**Q:** How hard is this crystal to shear, in numbers I can remember?

**A:** The shear constant is about 9 GPa at small strain, which is soft; steel has roughly 80. Tilting the cell by a tenth of a radian costs about 9 meV per atom and takes a stress of about 1.2 GPa. In the table, strain is the engineering shear $\gamma$, the change of the right angle between the $y$ and $z$ axes. The column "tensile stress along pattern" is here the shear stress $\tau$ that belongs to $\gamma$, and the energy change is counted from the undisturbed cell.

Engineering shear in the yz plane of cubic In3Se (Cu3Au type, a = 4.701 Å) at fixed fractional coordinates, computed with Ansatz 0.2.0 using PBE with D3(BJ) dispersion, scalar-relativistic plane-wave PAW and no spin polarisation. The cutoff is 420 eV, the k mesh 10×10×10 and the Gaussian smearing 0.15 eV. Energies are free energies; pressure is positive in compression.

```
strain  energy change (meV/atom)  tensile stress along pattern (GPa)  pressure (GPa)
  -0.1                       9.1                               -1.21            0.30
 -0.05                       2.0                               -0.53            0.10
     0                       0.0                                0.00            0.04
0.0125                       0.1                                0.11            0.04
 0.025                       0.5                                0.23            0.05
0.0375                       1.1                                0.36            0.07
0.0625                       3.2                                0.70            0.13
 0.075                       4.8                                0.87            0.18
0.0875                         ?                                   ?               ?
```

**Q:** The row at 0.0875 is blank, and it lies beyond the last positive strain with a result. Must we extrapolate?

**A:** No, because the crystal is cubic at the start. A half-turn about the $y$ axis leaves the crystal as it was but turns $+\gamma$ into $-\gamma$. Both shears therefore have the same energy and pressure, and opposite stress. The row at −0.1 thus serves as a row at +0.1, and the blank lies between two known points.

**Q:** What do the atoms do meanwhile?

**A:** In the relaxed cell the nearest neighbours, In–In and Se–In alike, are 3.32 Å apart, which is half a face diagonal. This is the Cu3Au type, where each atom has twelve neighbours along the face diagonals. Four of them lie in the sheared plane: two come closer, and two move away by the same fraction, $\gamma/2$ to first order. At the blank row that is about 4 %. The sheared cell is no longer cubic, but every atom still sits on a centre of inversion, so no force arises that would shift it within the cell unless that symmetry breaks.

**Q:** A squeezed contact resists more than a stretched one. Doesn't that make the shear stiffer?

**A:** Not at the first order where it could. The extra cost of the squeezed pairs is offset by the lower cost of the stretched ones, so the energy has no $\gamma^3$ term. Up to the fourth order, what remains is

$$E = a\gamma^2 + b\gamma^4 ,$$

and symmetry leaves the sign of $b$ open. The table settles it: stress divided by strain rises from about 9 GPa at the smallest strain to about 12 GPa at −0.1, so the crystal stiffens.

**Q:** Then I differentiate, take a stress with a linear and a cubic term, and read off the blank?

**A:** That is the natural first try, and a least-squares fit to the eight known rows gives 1.025 GPa. The stiffening is less smooth than that curve, however. The local slope of the stress is 10.4 GPa just below a strain of 0.0375 and 13.6 GPa just above it, a larger rise than rounding can produce. I therefore prefer a straight line fitted to the five known rows with strains of at least 0.0375 in size, with the negative ones mirrored.

**Q:** What does that line say?

**A:** For positive strain it reads $\tau = 13.6\,\gamma - 0.15$ in GPa, and it meets all five rows to the printed digits. At the blank row it gives 1.04 GPa. It is only a description of the stiffer range: it fails near zero strain, where the stress must vanish, and its constant term has no physical meaning.

**Q:** Can I get the energy from the stress?

**A:** Yes, since energy is the work done by the stress. Start from the known 4.8 meV per atom at 0.075 and add one more step of shear:

$$\Delta E = V\,\bar\tau\,\Delta\gamma = 25.97\ \text{Å}^3 \times \frac{0.87+1.04}{2}\ \text{GPa} \times 0.0125 \approx 0.31\ \text{GPa Å}^3 .$$

One GPa Å³ is about 6.2 meV, so the step costs 1.9 meV and the total is 6.7 meV per atom. The formula with $\gamma^2$ and $\gamma^4$, fitted by least squares to the eight known energies, gives the same.

**Q:** And why should a pure shear create pressure at all?

**A:** Here the uneven response of the neighbours no longer cancels. In a simple picture of forces between pairs, the squeezed ones are expected to push outwards more strongly than the stretched ones pull inwards, whichever way the cell is tilted. That argues for a pressure growing as $\gamma^2$, and a constant plus such a term follows the eight known rows closely. Fitted by least squares, it gives 0.235 GPa at the blank row.

**Q:** Could the cell simply have lost some volume?

**A:** In part, yes. The shortest distance at −0.1 is 3.158 Å, which is 5 % below the 3.324 Å at rest, as it should be for a strain applied symmetrically. The volume then shrinks by $\gamma^2/4$, which has the same form. To explain the whole rise at −0.1, however, the crystal would need a bulk modulus of about 104 GPa, and indium metal has roughly 40. The directions of the stress also speak against it: at −0.1 the crystal pushes outwards along $y$ and $z$ with 0.53 GPa, but pulls inwards along $x$ with 0.14 GPa. Lost volume alone would be expected to push outwards along all three axes. It is therefore only a part of the story, and how large a part stays open.

**Q:** Then commit yourself.

**A:** For a strain of 0.0875 I expect:

- stress: 1.04 ± 0.02 GPa, a range that includes the cubic curve;
- energy change: 6.7 ± 0.1 meV per atom;
- pressure: 0.235 ± 0.010 GPa.

All three should lie above their values at 0.075 and below those at the mirrored 0.1. Stress and energy should also lie clearly above Hooke's law drawn from the smallest strain, which gives 0.77 GPa and 5.5 meV per atom.

The withheld rows as computed:

```
strain  energy change (meV/atom)  tensile stress along pattern (GPa)  pressure (GPa)
0.0875                       6.8                                1.04            0.24
```

**Q:** The stress is right, but the energy is at the very edge of your range.

**A:** It is, and rounding accounts for about half of the miss. Before rounding, my work estimate was 6.735 meV per atom, and the computed energy is 6.80. The 4.8 from which I started is 4.83 with one more digit. The rest is expected from work that my formula leaves out: the shear also shrinks the cell slightly against the pressure in the sheared plane. The pressure agrees within its last digit, and all three values lie between those at 0.075 and at the mirrored 0.1, as forecast.

**Q:** Does the hit on the stress tell us why the slope changes near 0.0375?

**A:** No. It shows that the nearly straight stretch continues through one more point, and the cubic curve was only 0.015 GPa lower. With more digits in the stress there is no sharp kink either: the local slope climbs gradually from about 9 GPa near zero strain to 14 GPa near 0.06, then eases to 13 GPa. The cell has an odd number of valence electrons, so without spin polarisation it must be a metal, and a band crossing the Fermi level under shear could change the stiffness. The finite k mesh could also leave such a mark. Smearing is a less likely source, because the energies extrapolated to zero smearing stiffen as well. Repeating the scan with a denser mesh would help to tell a real band effect from a gap in the sampling.

**Q:** What may I carry over into an estimate of my own?

**A:** For small shears of a single crystal that tilt two cube axes towards each other, take about 9 GPa. At 0.0875 that constant gives a stress about a quarter too low, so for large shears use the table itself. The stress is still rising at the largest strain, so the scan does not reach the crystal's ideal strength. It also tests only this one shear in a perfect crystal at zero temperature, and leaves open whether the compound is stable against other distortions or against decomposition; a real metal usually yields much earlier, by the motion of dislocations.
